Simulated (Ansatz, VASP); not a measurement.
# One calculation of MgSe, two programs

The input INCAR:

```
SYSTEM = MgSe
PREC = Accurate ; ENCUT = 520
EDIFF = 1E-7 ; ISMEAR = -1
SIGMA = 0.05 ; LREAL = .FALSE.
LASPH = .TRUE. ; NELM = 60
ALGO = Normal ; ISIF = 2
LWAVE = .FALSE. ; LCHARG = .FALSE.
GGA = PE ; NBANDS = 11
```

The input KPOINTS:

```
Automatic mesh
0
G
  8 8 8
  0 0 0
```

Contents of POSCAR:

```
MgSe
1.0
    0.0000000000      2.6886644034      2.6886644034
    2.6886644034      0.0000000000      2.6886644034
    2.6886644034      2.6886644034      0.0000000000
Se Mg
1 1
Direct
    0.5000000000      0.5000000000      0.5000000000
    0.0000000000      0.0000000000      0.0000000000
```

The input input.yaml:

```yaml
crystal:
  lattice:
    - [0.0, 2.6886644034, 2.6886644034]
    - [2.6886644034, 0.0, 2.6886644034]
    - [2.6886644034, 2.6886644034, 0.0]
  atoms:
    - { symbol: Se, position: [0.5, 0.5, 0.5] }
    - { symbol: Mg, position: [0.0, 0.0, 0.0] }
hamiltonian:
  xc: pbe
  pseudopotentials: { kind: paw }
kpoints:
  mp_grid: { grid: [8, 8, 8] }
scf:
  occupations: { method: fermi_dirac, width: 0.05 }
output:
  forces: true
  stress: true
  eigenvalues: true
```

Change from the starting cell: volume scaled by 0.96.

Alike in both runs: task single point; functional PBE; k mesh 8 × 8 × 8; occupations fermi-dirac, width 0.05 eV; no spin polarisation.

|  | VASP | Ansatz |
| --- | --- | --- |
| version | VASP 6.6.1 | Ansatz 0.2.0 |
| potentials or method | VASP PAW PBE potentials, release 64 (Se, Mg) | Ansatz PAW |
| plane-wave cutoff (eV) | 520 | 420 |
| valence electrons in the cell | 8 | 26 |

Ansatz gave:

```
gap on the k mesh at the Fermi level (eV) : 1.89
least direct gap on the mesh (eV)         : 2.89
pressure (GPa)                            : 5.1
```

Estimate VASP's values.

gap on the k mesh at the Fermi level (eV): 1.87; least direct gap on the mesh (eV): 2.88; pressure (GPa): 5.0.

The two sets of potentials don't hold the same shells in valence.

A k mesh can miss the band edges.
